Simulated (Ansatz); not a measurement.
A 2-atom cell of MgTe (F-43m) from a materials database, relaxed with r2SCAN: it is cubic, F-43m (No. 216); a = 6.466 Å in the conventional setting, 33.80 Å³ an atom. Mg is surrounded by 4 Te at 2.80 Å; Te is surrounded by 4 Mg at 2.80 Å. One-shot G0W0@PBE in the plane-wave code Ansatz on a 4×4×4 mesh (contour deformation, no spin-orbit coupling), from a PBE gap of 2.411 eV over the mesh points (the G0W0 gap is direct on the mesh); the number N of bands summed and the screening cutoff rise together. No spin polarisation and no zero-point or thermal motion.

```
  N  cutoff (eV)  1000/N  G0W0 gap (eV)
122           80   8.197          3.546
267          140   3.745          3.610
```

Question: Lay a straight line in 1000/N through these rows.

Answer: The slope is -0.0144 eV per unit of 1000/N and the intercept 3.664 eV.

Question: Predict the gap at N = 480 (210 eV).

Answer: 3.664 + (-0.0144) × 2.083 = 3.634 eV; the run gives 3.633 eV, -0.001 eV from the line.

Question: With that run's result added, what limit do the last two rows suggest?

Answer: Their slope is (3.633 − 3.610)/(2.083 − 3.745) = -0.0138, which meets 1/N = 0 at 3.66 eV, against 3.664 eV from the first line. The two lines nearly agree; the k mesh isn't extrapolated.

Spin-orbit coupling is left out, which matters wherever the heavy atoms make up the band edges.
